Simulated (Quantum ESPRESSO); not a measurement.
The system is TiSe.

```xyz
4
Lattice="3.5590 0.0000 0.0000 -1.7795 3.0822 0.0000 0.0000 0.0000 6.2200" Properties=species:S:1:pos:R:3 pbc="T T T"
Se    1.7795    1.0274    4.6650
Se    0.0000    2.0548    1.5550
Ti    0.0000    0.0000    3.1100
Ti    0.0000    0.0000    0.0000
```

Base run:

| Property | Result |
| --- | --- |
| Program | Quantum ESPRESSO 7.5 |
| Functional | PBEsol |
| Potentials or basis | GBRV 1.5 PBEsol |
| Cutoff | 612 eV |
| Density cutoff | 4898 eV |
| k mesh | 9 × 9 × 5 |
| Occupations | fermi-dirac, width 0.05 eV |
| Spin | no spin polarisation |
| Hubbard terms | Ti d U = 1 eV |

Its results: band gap on the k mesh none (metal or under the smearing width); pressure 0.7 GPa.

Problem. The run is repeated on the same cell with these changes: hubbard terms from Ti d U = 1 eV to Ti d U = 3 eV. What comes out?

Solution. Band gap on the k mesh none (metal or under the smearing width); pressure 3.7 GPa.

Caveats: U without spin polarisation on a metal has little footing.
